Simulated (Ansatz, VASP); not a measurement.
## Two plane-wave programs on ZrB2

```
Zr B
1.0
     3.20932    0.00000    0.00000
    -1.60466    2.77935    0.00000
     0.00000    0.00000    3.59694
Zr B
1 2
Direct
  0.00000 0.00000 0.00000
  0.33333 0.66667 0.50000
  0.66667 0.33333 0.50000
```

Alike in both runs: functional PBE; k mesh 12 × 12 × 10; occupations gaussian, width 0.05 eV; no spin polarisation.

Ansatz relaxed the structure, and its values are those at the end. VASP's run is a single point on that final structure, the one shown.

|  | VASP | Ansatz |
| --- | --- | --- |
| version | VASP 6.6.1 | Ansatz 0.2.0 |
| potentials or method | VASP PAW PBE potentials, release 64 (Zr_sv, B) | scalar-relativistic, plane waves, PAW |
| plane-wave cutoff (eV) | 520 | 420 |
| valence electrons in the cell | 18 | 18 |

Ansatz gave:

* gap on the k mesh at the Fermi level (eV): none
* pressure (GPa): -8.6

Question: Estimate VASP's values.

Answer: gap on the k mesh at the Fermi level (eV): none; pressure (GPa): -8.5.

A gap of «none» marks a metal or a gap that the smearing closes.
